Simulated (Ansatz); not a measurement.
**CdTe: energy along a strain**

CdTe, F-43m, a = 6.410 Å (as given, not relaxed at this level: 3.2 GPa). Ansatz: r2SCAN, PAW, 500 eV, Γ-centred 8×8×8 mesh on 2 atoms, Gaussian smearing 0.05 eV; no spin polarisation. Cell vectors (Å): 0.000 3.205 3.205; 3.205 0.000 3.205; 3.205 3.205 0.000. The cell is strained by x per cent times the pattern (0 0 1 0 0 0) in the order xx yy zz yz xz xy (engineering shears), with fractional coordinates held. y is the free energy over the start, V0 = 32.922 Å³/atom.

| x (%) | y (meV/atom) |
| --- | --- |
| -6.00 | ? |
| -4.50 | 43.64 |
| -3.00 | 25.97 |
| -1.50 | 11.45 |
| 0.00 | 0.00 |
| 1.50 | -8.48 |
| 3.00 | -14.09 |
| 4.50 | -16.93 |
| 5.25 | -17.34 |
| 6.00 | -17.09 |

Fit y = c1 x + c2 x² + c3 x³ to the other rows, get the stiffness along the pattern, and predict the missing energy.

Least squares on the rows shown. y = −6.6331 x + 0.65956 x² − 0.0047950 x³. The clamped-ion stiffness p·C·p = 2 × 6.596 eV × 160.2 / 32.922 Å³ = 64 GPa, which is C33 in these axes (C11 of the cubic crystal) (second derivative at the start, which stands under stress). At x = -6.00 the fit asked for gives 64.58 meV/atom. The run gave 64.58 meV/atom, the same to the digits shown.